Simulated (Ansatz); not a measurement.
AlGa3N4: an elastic constant from a strain scan

Computed with DFT PBEsol, scalar-relativistic, plane waves, PAW (Ansatz). The runs took a 420 eV cutoff, a Γ-centred 6×6×6 mesh and Gaussian smearing (0.05 eV). No spin polarisation. Energies are free energies at this smearing, counted from the undisturbed cell; pressure is positive in compression.

The undisturbed cell (relaxed at this level; it needn't be the usual structure):

```yaml
crystal:
  lattice:
    - [4.46763, 0.00000, 0.00000]
    - [0.00000, 4.46763, 0.00000]
    - [0.00000, 0.00000, 4.46763]
  atoms:
    - { symbol: Al, position: [0.00000, 0.00000, 0.00000] }
    - { symbol: Ga, position: [0.50000, 0.50000, 0.00000] }
    - { symbol: Ga, position: [0.50000, 0.00000, 0.50000] }
    - { symbol: Ga, position: [0.00000, 0.50000, 0.50000] }
    - { symbol: N, position: [0.75503, 0.75503, 0.24497] }
    - { symbol: N, position: [0.75503, 0.24497, 0.75503] }
    - { symbol: N, position: [0.24497, 0.75503, 0.75503] }
    - { symbol: N, position: [0.24497, 0.24497, 0.24497] }
```

The cell is strained by ε times the Voigt pattern (1, -1, 0, 0, 0, 0) (xx, yy, zz, yz, xz, xy; engineering shear) with fractional coordinates fixed. The cell holds 8 atoms in V0 = 89.17 Å³. The stress column is τ = (1/V0) dE/dε, got from the stress tensor σ (compression positive) at each point as −det(1 + εP) σ : P(1 + εP)⁻¹, with P the pattern as a tensor.

```
      ε  ΔE (meV/atom)  τ (GPa)
-0.1312        154.021  -34.702
-0.1125        112.408  -29.311
-0.0937         77.480  -24.103
-0.0750         49.394  -19.094
-0.0562         27.635  -14.192
-0.0375         12.283   -9.416
-0.0187          3.070   -4.677
 0.0000          0.000    0.000
 0.0187          3.070    4.677
 0.0375         12.283    9.416
 0.0562         27.635   14.192
 0.0750         49.394   19.094
 0.0937         77.480   24.103
 0.1125        112.408   29.311
 0.1312        154.021   34.702
 0.1500              ?        ?
```

Task: Which combination of elastic constants does this scan measure, and how large is it?

Result: For small ε, τ = τ0 + Kε with K = pᵀCp, which for this pattern is 2(C11 − C12) in the cubic axes. The parabola through τ at ε = -0.0187, 0 and 0.0187 has slope K = 250 GPa at zero. The energies per cell, E = NΔE, of the same two points give K = 2[E(ε₊)/ε₊ − E(ε₋)/ε₋]/[(ε₊ − ε₋)V0] = 252 GPa, in agreement. These are clamped-ion values.

Task: Predict the withheld row at ε = 0.1500 from the harmonic law, and compare.

Result: ΔE = V0(τ0 ε + Kε²/2)/N = 195.764 meV/atom and τ = 37.52 GPa. The calculation gives 203.078 meV/atom and 40.37 GPa, a miss of 3.7 % of the harmonic energy, so the harmonic law still holds here.

Forces appear on the atoms along this scan, and letting them relax would lower the energy and soften the response.